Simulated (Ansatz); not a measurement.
Runs of Ansatz 0.2.0 on Si. Symmetry: Fd-3m, No. 227, cubic system. Conventional cell: a = 5.444 Å, b = 5.444 Å, c = 5.444 Å, α = 90.00°, β = 90.00°, γ = 90.00°. Around Si (site symmetry -43m) lie 4 Si at 2.36 Å. 

| task | level | cutoff (eV) | points for each segment of the path | gap on the mesh (eV) | pressure (GPa) | V0 of scaled cells (Å³/atom) | B0 (GPa) |
| --- | --- | --- | --- | --- | --- | --- | --- |
| equation of state | LDA | 420 | - | - | - | 19.71 | 97 |
| equation of state | r2SCAN | 500 | - | - | - | 20.17 | 97 |
| band structure | r2SCAN | 500 | 14 | 0.81 | 0.0 | - | - |
| band structure | LDA | 420 | 14 | 0.53 | (a) | - | - |
| band structure | PBE | 420 | 14 | 0.63 | 1.3 | - | - |
| equation of state | PBE | 420 | - | - | - | (c) | (b) |

Alike in all rows: potentials or basis Ansatz PAW; no spin polarisation; cell as given; k mesh 8 × 8 × 8; smearing fermi-dirac 0.05 eV.

**Question.** Fill in the values left out.

**Answer.** (a) -2.1; (b) 89; (c) 20.46.

Caveats: the PAW data sets come from PBE, with cores solved anew for the run's functional, which leaves a small shift of forces and pressure (some runs); the PAW data sets were made with another functional, which shifts forces and pressure a little (some runs).

A k mesh can miss the band edges.
